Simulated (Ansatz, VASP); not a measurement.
**GaN in two plane-wave programs**

One calculation is typed for both programs; each brings its own data sets and cutoff. How far apart do they land?

Program: Ansatz 0.2.0. Level of theory: plane waves, with VASP 6.6.1 beside it; band structure at PBE and single point at PBE. Results are calculated unless marked as measured.

### Step 1. The starting structure

The structure is cubic, space group F-43m (No. 216). The conventional cell has a = 4.507 Å, b = 4.507 Å, c = 4.507 Å, α = 90.00°, β = 90.00°, γ = 90.00°. Nearest to Ga lie 4 N at 1.95 Å. Nearest to N lie 4 Ga at 1.95 Å. Farther neighbours and most contacts between anions are not listed.

### Step 2. VASP: band structure, PBE

Levels along a path test the potential and the projectors away from the mesh points.

Lines of VASP's logs that name or quote its potential files are left out, and so is its time.

Input file INCAR:

```
SYSTEM = GaN
PREC = Accurate
ENCUT = 450
EDIFF = 1E-08
NELM = 100
ISMEAR = 0
SIGMA = 0.01
LREAL = .FALSE.
ALGO = Normal
GGA = PE
NBANDS = 15
LORBIT = 11
LWAVE = .TRUE.
LCHARG = .FALSE.
KPAR = 8
```

Input file POSCAR:

```
GaN
1.0
    0.0000000000      2.2535006075      2.2535006075
    2.2535006075      0.0000000000      2.2535006075
    2.2535006075      2.2535006075      0.0000000000
Ga N
1 1
Direct
    0.0000000000      0.0000000000      0.0000000000
    0.2500000000      0.2500000000      0.2500000000
```

Input file KPOINTS:

```
Automatic mesh
0
Gamma
6 6 6
0 0 0
```

Input file KPOINTS_OPT:

```
Line mode
12
Line-mode
Reciprocal
  0.00000000   0.00000000   0.00000000 GAMMA
  0.50000000   0.00000000   0.50000000 X

  0.50000000   0.00000000   0.50000000 X
  0.50000000   0.25000000   0.75000000 W

  0.50000000   0.25000000   0.75000000 W
  0.37500000   0.37500000   0.75000000 K

  0.37500000   0.37500000   0.75000000 K
  0.00000000   0.00000000   0.00000000 GAMMA

  0.00000000   0.00000000   0.00000000 GAMMA
  0.50000000   0.50000000   0.50000000 L

  0.50000000   0.50000000   0.50000000 L
  0.62500000   0.25000000   0.62500000 U

  0.62500000   0.25000000   0.62500000 U
  0.50000000   0.25000000   0.75000000 W

  0.50000000   0.25000000   0.75000000 W
  0.50000000   0.50000000   0.50000000 L

  0.50000000   0.50000000   0.50000000 L
  0.37500000   0.37500000   0.75000000 K

  0.62500000   0.25000000   0.62500000 U
  0.50000000   0.00000000   0.50000000 X
```

PAW data sets: Ga_d_GW and N_GW (PBE family, release 64).

Started as:

```
mpirun -np 8 vasp_std
```

Numbers of over 12 decimals in the logs are rounded to 6 here.

The log of the run:

```text
[banner, memory and clock lines left out]
running    8 mpi-ranks, on    1 nodes
 distrk:  each k-point on    1 cores,    8 groups
 distr:  one band on    1 cores,    1 groups

 POSCAR found type information on POSCAR GaN
 POSCAR found :  2 types and       2 ions
|                                                                             |
|           W    W    AA    RRRRR   N    N  II  N    N   GGGG   !!!           |
|           W    W   A  A   R    R  NN   N  II  NN   N  G    G  !!!           |
|           W    W  A    A  R    R  N N  N  II  N N  N  G       !!!           |
|           W WW W  AAAAAA  RRRRR   N  N N  II  N  N N  G  GGG   !            |
|           WW  WW  A    A  R   R   N   NN  II  N   NN  G    G                |
|           W    W  A    A  R    R  N    N  II  N    N   GGGG   !!!           |
|                                                                             |
|     For optimal performance we recommend to set                             |
|       NCORE = 2 up to number-of-cores-per-socket                            |
|     NCORE specifies how many cores store one orbital (NPAR=cpu/NCORE).      |
|     This setting can greatly improve the performance of VASP for DFT.       |
|     The default, NCORE=1 might be grossly inefficient on modern             |
|     multi-core architectures or massively parallel machines. Do your        |
|     Unfortunately you need to use the default for GW and RPA                |
|     calculations (for HF NCORE is supported but not extensively tested      |
|     yet).                                                                   |
|                                                                             |

 LDA part: xc-table for (Slater+PW92), standard interpolation
 POSCAR, INCAR and KPOINTS ok, starting setup
 FFT: planning ... GRIDC
 FFT: planning ... GRID_SOFT
 FFT: planning ... GRID
 WAVECAR not read
 entering main loop
       N       E                     dE             d eps       ncg     rms          rms(c)
DAV:   1     0.129130192007E+03    0.12913E+03   -0.10487E+04   512   0.172E+03
DAV:   2    -0.539176616831E+01   -0.13452E+03   -0.12777E+03   550   0.379E+02
DAV:   3    -0.139605240025E+02   -0.85688E+01   -0.85308E+01   571   0.108E+02
DAV:   4    -0.141272555727E+02   -0.16673E+00   -0.16671E+00   614   0.167E+01
DAV:   5    -0.141318769756E+02   -0.46214E-02   -0.46214E-02   586   0.274E+00    0.111E+01
DAV:   6    -0.121335985117E+02    0.19983E+01   -0.53674E+00   734   0.485E+01    0.518E+00
DAV:   7    -0.121312578925E+02    0.23406E-02   -0.28657E-01   613   0.904E+00    0.321E+00
DAV:   8    -0.121266622238E+02    0.45957E-02   -0.50277E-02   522   0.350E+00    0.381E-01
DAV:   9    -0.121250141718E+02    0.16481E-02   -0.64312E-03   776   0.226E+00    0.725E-02
DAV:  10    -0.121252510953E+02   -0.23692E-03   -0.70942E-04   559   0.527E-01    0.236E-02
DAV:  11    -0.121252359863E+02    0.15109E-04   -0.73292E-05   791   0.210E-01    0.728E-03
DAV:  12    -0.121252375988E+02   -0.16125E-05   -0.77406E-06   529   0.342E-02    0.308E-03
DAV:  13    -0.121252374437E+02    0.15505E-06   -0.56197E-07   719   0.103E-02    0.367E-04
DAV:  14    -0.121252374482E+02   -0.44211E-08   -0.20364E-08   506   0.219E-03
   1 F= -.12125237E+02 E0= -.12125237E+02  d E =-.790206E-14
 Start KPOINTS_OPT (optional k-point list driver)
k-point batch [1-16\120]
       N       E                     dE             ncg
DAV:   1     0.887072708991E+03   -0.66224E+04      528
DAV:   2    -0.121206415121E+04   -0.20991E+04      557
DAV:   3    -0.135117612377E+04   -0.13911E+03      606
DAV:   4    -0.135377131689E+04   -0.25952E+01      634
DAV:   5    -0.135384679999E+04   -0.75483E-01      629
DAV:   6    -0.135385056453E+04   -0.37645E-02      699
DAV:   7    -0.135385066218E+04   -0.97650E-04      689
DAV:   8    -0.135385066616E+04   -0.39816E-05      675
DAV:   9    -0.135385066632E+04   -0.15525E-06      531
DAV:  10    -0.135385066632E+04   -0.22733E-08      506
[...]
k-point batch [113-120\120]
       N       E                     dE             ncg
DAV:   1     0.609231824629E+04   -0.57481E+04      280
DAV:   2     0.519981891683E+04   -0.89250E+03      317
DAV:   3     0.515325395519E+04   -0.46565E+02      282
DAV:   4     0.515239534268E+04   -0.85861E+00      324
DAV:   5     0.515236579885E+04   -0.29544E-01      298
DAV:   6     0.515236440733E+04   -0.13915E-02      356
DAV:   7     0.515236436865E+04   -0.38681E-04      320
DAV:   8     0.515236436764E+04   -0.10147E-05      362
DAV:   9     0.515236436756E+04   -0.71698E-07      255
DAV:  10     0.515236436756E+04   -0.12978E-08      260
 writing wavefunctions
```

OUTCAR, selected parts (step 2):

```text
ion  position               nearest neighbor table
   1  0.000  0.000  0.000-   2 1.95   2 1.95   2 1.95   2 1.95
   2  0.250  0.250  0.250-   1 1.95   1 1.95   1 1.95   1 1.95

  LATTYP: Found a face centered cubic cell.
 ALAT       =     4.5070012150

 Subroutine GETGRP returns: Found 24 space group operations
 (whereof 24 operations were pure point group operations)

The static configuration has the point symmetry T_d .

 Found     16 irreducible k-points:

   k-points           NKPTS =     16   k-points in BZ     NKDIM =     16   number of bands    NBANDS=     15

   dimension x,y,z NGX =    24 NGY =   24 NGZ =   24
   dimension x,y,z NGXF=    48 NGYF=   48 NGZF=   48

   ENCUT  =  450.0 eV  33.07 Ry    5.75 a.u.   5.51  5.51  5.51*2*pi/ulx,y,z

   NELECT =      18.0000    total number of electrons

 k-points in reciprocal lattice and weights: Automatic mesh
   0.00000000  0.00000000  0.00000000       0.005
   0.16666667  0.00000000  0.00000000       0.037
   0.33333333  0.00000000  0.00000000       0.037
   0.50000000  0.00000000  0.00000000       0.019
   0.16666667  0.16666667  0.00000000       0.028
   0.33333333  0.16666667  0.00000000       0.111
   0.50000000  0.16666667  0.00000000       0.111
  -0.33333333  0.16666667  0.00000000       0.111
  -0.16666667  0.16666667  0.00000000       0.056
[...]
-0.33333333  0.33333333  0.16666667       0.111
  -0.33333333  0.50000000  0.16666667       0.056

 average (electrostatic) potential at core
       1 -63.7274       2 -61.4092

 E-fermi :   5.1457

 k-point     1 :       0.0000    0.0000    0.0000
  band No.  band energies     occupation
    ...
      5      -8.0769      2.00000
      6      -8.0769      2.00000
      7       5.0978      2.00000
      8       5.0978      2.00000
      9       5.0978      2.00000
     10       6.8203      0.00000
     11      15.3897      0.00000
     12      15.3897      0.00000
     13      15.3897      0.00000
     14      22.7158      0.00000
    ...

 k-point     2 :       0.1667    0.0000    0.0000
  band No.  band energies     occupation
    ...
      5      -8.0783      2.00000
      6      -8.0783      2.00000
      7       2.8138      2.00000
      8       4.8276      2.00000
      9       4.8276      2.00000
     10       8.4316      0.00000
     11      14.3525      0.00000
     12      15.7452      0.00000
     13      15.7452      0.00000
     14      21.8701      0.00000
    ...

 k-point     3 :       0.3333    0.0000    0.0000
  band No.  band energies     occupation
    ...
      5      -8.0561      2.00000
      6      -7.5924      2.00000
      7      -0.2621      2.00000
      8       4.3496      2.00000
      9       4.3496      2.00000
     10       9.5607      0.00000
     11      13.7371      0.00000
     12      15.7162      0.00000
     13      15.7162      0.00000
     14      20.7182      0.00000
    ...

  Total        0.4962137      0.4962137      0.4962137     -0.0000000     -0.0000000     -0.0000000
  in kB       34.7357180     34.7357180     34.7357180     -0.0000000     -0.0000000     -0.0000000
  external PRESSURE =      34.7357180 kB  Pullay stress =       0.0000000 kB

  energy-cutoff  :      450.00
  volume of cell :       22.89
      direct lattice vectors                 reciprocal lattice vectors
     0.000000000  2.253500607  2.253500607    -0.221877020  0.221877020  0.221877020
     2.253500607  0.000000000  2.253500607     0.221877020 -0.221877020  0.221877020
     2.253500607  2.253500607  0.000000000     0.221877020  0.221877020 -0.221877020

 POSITION                                       TOTAL-FORCE (eV/Angst)
 -----------------------------------------------------------------------------------
      0.00000      0.00000      0.00000        -0.000000     -0.000000     -0.000000
      1.12675      1.12675      1.12675         0.000000      0.000000      0.000000
 -----------------------------------------------------------------------------------
    total drift:                                0.000016      0.000016      0.000016

  FREE ENERGIE OF THE ION-ELECTRON SYSTEM (eV)
  ---------------------------------------------------
  free  energy   TOTEN  =       -12.1252374482 eV

  energy  without entropy=      -12.1252374482  energy(sigma->0) =      -12.12523745

 total charge
# of ion       s       p       d       tot
------------------------------------------
    1        0.781   0.899  10.127  11.807
    2        1.200   2.453   0.000   3.653
--------------------------------------------------
tot          1.981   3.351  10.127  15.460

[... 3 further parts left out ...]
```

The run ends at a pressure of 3.47 GPa.

### Step 3. Ansatz: band structure, PBE

Ansatz runs on its default PAW (the set named soft_2) files.

The same cell, functional, mesh and smearing now go to Ansatz, which takes its cutoff from its data sets.

Input file input.yaml:

```yaml
crystal:
  lattice:
    - [0.0, 2.2535006075, 2.2535006075]
    - [2.2535006075, 0.0, 2.2535006075]
    - [2.2535006075, 2.2535006075, 0.0]
  atoms:
    - { symbol: Ga, position: [0.0, 0.0, 0.0] }
    - { symbol: "N", position: [0.25, 0.25, 0.25] }
hamiltonian:
  xc: pbe
  pseudopotentials: { kind: paw }
kpoints:
  mp_grid: { grid: [6, 6, 6] }
  band_path:
    path:
      - [0.0, 0.0, 0.0]
      - [0.18182, 0.0, 0.18182]
      - [0.36364, 0.0, 0.36364]
      - [0.5, 0.0, 0.5]
      - [0.5, 0.09091, 0.59091]
      - [0.5, 0.18182, 0.68182]
      - [0.5, 0.25, 0.75]
      - [0.45455, 0.29545, 0.75]
      - [0.40909, 0.34091, 0.75]
      - [0.375, 0.375, 0.75]
      - [0.20455, 0.20455, 0.40909]
      - [0.06818, 0.06818, 0.13636]
      - [0.04545, 0.04545, 0.04545]
      - [0.22727, 0.22727, 0.22727]
      - [0.40909, 0.40909, 0.40909]
      - [0.51136, 0.47727, 0.51136]
      - [0.55682, 0.38636, 0.55682]
      - [0.60227, 0.29545, 0.60227]
      - [0.61364, 0.25, 0.63636]
      - [0.56818, 0.25, 0.68182]
      - [0.51136, 0.25, 0.73864]
      - [0.5, 0.29545, 0.70455]
      - [0.5, 0.38636, 0.61364]
      - [0.5, 0.47727, 0.52273]
      - [0.47727, 0.47727, 0.54545]
      - [0.43182, 0.43182, 0.63636]
      - [0.38636, 0.38636, 0.72727]
      - [0.60227, 0.20455, 0.60227]
      - [0.55682, 0.11364, 0.55682]
      - [0.5, 0.0, 0.5]
    npoints: 1
scf:
  occupations: { method: gaussian, width: 0.01 }
  n_extra_bands: 7
output:
  forces: true
  stress: true
  eigenvalues: true
```

Started as:

```
ansatz run input.yaml --threads 2 --pin off --max-ram 4608MiB --backend cpu --events-out ev --progress --plain --runs-dir out
```

The log of the run:

```text
scf.n_extra_bands = 7 over 9 filled bands (N_el = 18.0): the run solves 16 bands
Engine: ansatz 0.2.0, aarch64-unknown-linux-gnu
Pseudopotentials: kind: paw
Pseudopotential: Ga, paw, valence charge 13, recommended cutoff 420 eV (normal), Ga.paw.azcp
Pseudopotential: N, paw, valence charge 5, recommended cutoff 420 eV (normal), N.paw.azcp
Functional definition: PBE
  parameter kappa = 0.804
  parameter beta = 0.066725
  exchange = pbe_x(kappa = kappa, mu = beta*pi^2/3)
  correlation = pbe_c(beta = beta)
Crystal: 2 atoms, lattice volume = 22.888 Å³
Basis set: ecut = 420 eV, 459 PW (Γ), exchange–correlation on 48×48×48 points (8 copies of the dense FFT grid, shifted against one another)
Bands: 16, of which v1, the nominal top of the filled ones, is band 9 counted from 1 (8 counted from 0)
Symmetry: 24 space group operations
Space group: F-43m (ITA 216), of the structure as read, at distance tolerance 2.8e-5 Å
k-points: 16 of 216 (time reversal used)
Non-local potential: Ga, projectors of the file, l = 0: 2, l = 1: 2, l = 2: 3, l = 3: 1
Non-local potential: N, projectors of the file, l = 0: 2, l = 1: 2, l = 2: 1
PAW form: soft (Blöchl's): semilocal exchange-correlation on the pseudo side does not see the compensation charge
PAW one-centre angular grid: Ga, 590 points (default); XC on 64 Gauss nodes
PAW one-centre angular grid: N, 110 points (default); XC on 64 Gauss nodes
Initial density: superposition of atomic densities (neutral atoms: chi_scale 0, normalization atom), corrected by the library's trained network
Initial wavefunctions: pseudopotential atomic-orbital guess
Functional: x = pbe(κ = 0.804, μ = 0.219515), c = pbe(β = 0.066725)
SCF iter   1: F=—  HF=-4167.893318 eV  |F-HF|=—  |Δ(HF+E_count)|=         —  Δρ=6.41e-4  dr2=3.01e-5  ethr=1.77e-3  ⟨swp⟩=4.9  Hψ=1297  notcnv=0
preconditioner: auto → none  [insulator: Δε(μ)=1.714 eV  Ē_g=22.890 eV  σ=0.010 eV  W_gap=1.00  n_scr=8 (ndim 8)  ℏωp=32.9 eV  f_vac=0.001  D(μ)=0.00/eV (n_scr^D=0)  ε∞_Penn≈3.1]
SCF iter   2: F=—  HF=-4167.893560 eV  |F-HF|=—  |Δ(HF+E_count)|=   2.42e-4  Δρ=3.23e-4  dr2=6.91e-6  ethr=1.67e-7  ⟨swp⟩=2.8  Hψ=613  notcnv=0  defer=36
SCF iter   3: F=—  HF=-4167.893603 eV  |F-HF|=—  |Δ(HF+E_count)|=   4.28e-5  Δρ=1.34e-4  dr2=1.26e-6  ethr=3.84e-8  ⟨swp⟩=2.0  Hψ=358  notcnv=0  defer=36
SCF iter   4: F=—  HF=-4167.893612 eV  |F-HF|=—  |Δ(HF+E_count)|=   8.73e-6  Δρ=2.30e-5  dr2=1.10e-7  ethr=6.99e-9  ⟨swp⟩=2.0  Hψ=362  notcnv=0  defer=36
iter 5 did not close the SCF: its close was put off for the readings that it lacked (scf_convergence_deferred on its scf_iter line)
SCF iter   5: F=-4167.893612 eV  HF=-4167.893612 eV  |F-HF|=6.98e-10  |Δ(HF+E_count)|=   8.32e-8  Δρ=9.52e-6  dr2=7.49e-9  ethr=6.13e-10  ⟨swp⟩=2.0  Hψ=362  notcnv=0  defer=36
SCF iter   6: F=-4167.893612 eV  HF=-4167.893612 eV  |F-HF|=6.28e-11  |Δ(HF+E_count)|=   1.01e-9  Δρ=9.70e-7  dr2=8.30e-11  ethr=4.16e-11  ⟨swp⟩=4.6  Hψ=1028  notcnv=0
SCF 1 converged in 6 iterations: F = -4167.893612 eV  dr2 = 8.30e-11
  greatest PAW one-centre occupation: 0.995 electrons in one spin orbital (limit 2), on the Ga atom at site 0 (counted from 0), in its partial waves of l = 2
NSCF: frozen V_eff on 30 k-points
SCF converged after 6 iterations
Free energy (F): -4167.893612 eV
Harris-Foulkes:  -4167.893612 eV  (|F-HF|=6.28e-11)
Internal energy: -4167.893612 eV  (E = F + TS)
E sigma→0 (E₀):  -4167.893612 eV
Fermi energy:    10.512304 eV
--- Per-component energies (eV) ---
  E_band       = -5.612790
  E_kinetic    = 247.156252
  E_local      = -1949.991925  (includes V_loc(G=0)·N_el)
  E_nonlocal   = 474.313310
  E_hartree    = 897.152500
  E_xc         = -128.812892
  E_vxc        = -134.155487  (∫ρ·V_xc dr)
  E_paw        = -2120.276042  (= ΣΔE_a)
  E_vpaw       = -437.239763  (= ΣTr[D̂ρ^β])
  E_aug_tail   = 0.000139  (compensation charges beyond the density's cutoff)
  E_ewald      = -1587.434954
  E_smearing   = -0.000000  (= −TS)
  E_closure    = -0.000000  (closes the sum)
  Σ components = -4167.893612   (vs F -4167.893612, Δ=0.00e0)
--- Forces (eV/Å), atoms counted from 1 ---
  atom   1  Ga     0.00000000    -0.00000000     0.00000000
  atom   2  N     -0.00000000     0.00000000     0.00000000
  max |Σ_I F_I| component: 7.40e-17 eV/Å
--- Stress (GPa, compression-positive) ---
        4.986825      -0.000000      -0.000000
        0.000000       4.986825       0.000000
       -0.000000       0.000000       4.986825
  P = ⅓ Tr σ = 4.9868 GPa (49.868 kbar)
--- Band table (eV; the first three rows and the last of 16) ---
  k-point 0: bands = [... 5 lower, -3.5204, 9.6548, 9.6548, 9.6548, 11.3697, 19.9619, 19.9619, 19.9619, ... 3 higher]
  k-point 1: bands = [... 5 lower, -3.5218, 7.3698, 9.3839, 9.3839, 12.9815, 18.9169, 20.3164, 20.3164, ... 3 higher]
  k-point 2: bands = [... 5 lower, -3.0358, 4.2958, 8.9033, 8.9033, 14.1149, 18.2920, 20.2850, 20.2850, ... 3 higher]
  k-point 15: bands = [... 5 lower, -1.6127, 3.8235, 6.2244, 6.2263, 14.9505, 17.5611, 20.9577, 21.0055, ... 3 higher]
```

Wall time 1.5 s (2 threads of Arm Neoverse N1, shared host); peak memory 0.25 GiB; 2.5 s of CPU time.

### Step 4. Side by side

Known differences besides the potentials themselves: the cutoff is 420 eV in Ansatz and 450 eV in VASP; VASP leaves aspherical gradient terms in its spheres out (LASPH is not set), Ansatz keeps them. Total energies have different zeros and are not compared.

Compared:

```csv
quantity,Ansatz,VASP,difference
gap over the path points (eV),1.715,1.722,-0.008
```

Levels at points of the path, from each program's valence-band top (eV; 3 filled, then empty):

```csv
k (reciprocal lattice),Ansatz,VASP
0.000 0.000 0.000,0.00 0.00 0.00 1.72 10.31,0.00 0.00 0.00 1.72 10.29
0.182 0.000 0.182,-2.38 -0.91 -0.91 4.04 8.23,-2.37 -0.91 -0.91 4.04 8.22
0.364 0.000 0.364,-5.07 -2.30 -2.30 3.99 6.89,-5.07 -2.30 -2.30 3.99 6.88
0.500 0.000 0.500,-6.13 -2.70 -2.70 3.35 6.66,-6.13 -2.70 -2.70 3.34 6.66
0.500 0.091 0.591,-6.03 -3.01 -2.98 4.05 7.13,-6.03 -3.01 -2.98 4.04 7.13
0.500 0.182 0.682,-5.79 -3.51 -3.50 5.55 8.05,-5.79 -3.51 -3.50 5.55 8.05
0.500 0.250 0.750,-5.70 -3.69 -3.64 6.22 8.38,-5.70 -3.69 -3.64 6.22 8.38
0.455 0.295 0.750,-5.76 -4.01 -3.05 5.89 8.15,-5.76 -4.01 -3.05 5.89 8.15
0.409 0.341 0.750,-5.84 -4.21 -2.38 5.22 7.91,-5.84 -4.21 -2.37 5.21 7.91
0.375 0.375 0.750,-5.87 -4.25 -2.17 5.00 7.86,-5.87 -4.25 -2.17 4.99 7.86
```

Among the levels compared at these points, filled levels agree within 5 meV and empty ones within 15 meV. Not compared: the pressure (VASP's GW data sets at this cutoff don't carry it).

### Step 5. Other set-ups

Further runs change the set-up of one program: Ansatz's method, potentials or start, or VASP's data sets, cutoff or form of LDA. The table gives Ansatz less VASP for each quantity, since a change that brings one quantity closer may part another.

```csv
run,gap over the path points (eV)
as above,-0.0076
Ansatz's all-electron LAPW method,0.0097
Ansatz's larger PAW set (cutoff 1300 eV),0.0092
norm-conserving potentials (cutoff 1240 eV),0.014
```

(Continued in part 2 of 2.)

[Lines on the potential files, build, host, timing and source positions are cut from VASP's logs without a mark.]

[Logs are printed without paths, hosts, clocks, repeated set-up lines and the standing remarks that a program may print on its own settings, such as how far it seeks lower states.]

[Hosts, paths, dates, database ids (printed as entryN), source tags and the programs' standing remarks are cut or masked in the printed files.]
